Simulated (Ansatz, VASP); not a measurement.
One calculation of BN, two programs

INCAR

```
PREC = Accurate ; ENCUT = 520
EDIFF = 1E-6 ; ISMEAR = 0
SIGMA = 0.05 ; LREAL = False
LASPH = True ; NELM = 60
ALGO = Normal ; ISIF = 2
LWAVE = False ; LCHARG = False
GGA = PE ; NBANDS = 16
```

Contents of KPOINTS:

```
regular mesh
0
Gamma
  6 6 6
```

Contents of POSCAR:

```
BN
1.0
    0.0000000000     -1.8123937734     -1.7640028597
   -1.7640028597      0.0000000000     -1.7640028597
    1.7640028597      1.8123937734     -3.5280057193
B N
2 2
Direct
   -0.0063974680      0.0285243107      0.0000000000
    0.5063974680      0.4714756893      0.5000000000
    0.3684530531      0.4041907904      0.8750000000
    0.8815469469      0.8458092096      0.3750000000
```

Input for Ansatz:

```yaml
crystal:
  lattice:
    - [0.0, -1.8123937734, -1.7640028597]
    - [-1.7640028597, 0.0, -1.7640028597]
    - [1.7640028597, 1.8123937734, -3.5280057193]
  atoms:
    - { symbol: B, position: [-0.006397468, 0.0285243107, 0.0] }
    - { symbol: B, position: [0.506397468, 0.4714756893, 0.5] }
    - { symbol: "N", position: [0.3684530531, 0.4041907904, 0.875] }
    - { symbol: "N", position: [0.8815469469, 0.8458092096, 0.375] }
basis:
  ecutwfc: 520.0
kpoints:
  mp_grid: { grid: [6, 6, 6] }
hamiltonian:
  xc: pbe
scf:
  occupations: { method: gaussian, width: 0.05 }
output:
  forces: true
  stress: true
  eigenvalues: true
```

Change from the starting cell: mode 4 frozen in at -0.068 Å, equal normal strain along x and y -0.0267.

Alike in both runs: task single point; functional PBE; k mesh 6 × 6 × 6; occupations gaussian, width 0.05 eV; no spin polarisation.

|  | VASP | Ansatz |
| --- | --- | --- |
| version | VASP 6.6.1 | Ansatz 0.2.0 |
| potentials or method | VASP PAW PBE potentials, release 64 (B, N) | scalar-relativistic, plane waves, PAW |
| plane-wave cutoff (eV) | 520 | 520 |
| valence electrons in the cell | 16 | 16 |

Ansatz gave:

```
gap on the k mesh at the Fermi level (eV)       : 4.23
least direct gap on the mesh (eV)               : 6.13
pressure (GPa)                                  : 22.0
largest component of the traceless stress (GPa) : 10.95
rms of the force components (eV/Å)              : 0.404
```

**Question.** What did VASP give for the same quantities?

**Answer.** gap on the k mesh at the Fermi level (eV): 4.21; least direct gap on the mesh (eV): 6.11; pressure (GPa): 22.4; largest component of the traceless stress (GPa): 10.96; rms of the force components (eV/Å): 0.404.

Atom by atom the forces differ by 0.001 eV/Å (rms over components).

Caveats: the k mesh is coarse (spacing up to 0.49 Å⁻¹), so the values aren't converged; so large a pressure means that the cell lies far from this level's equilibrium, or that cutoff or potentials fall short (VASP). A k mesh can miss the band edges.
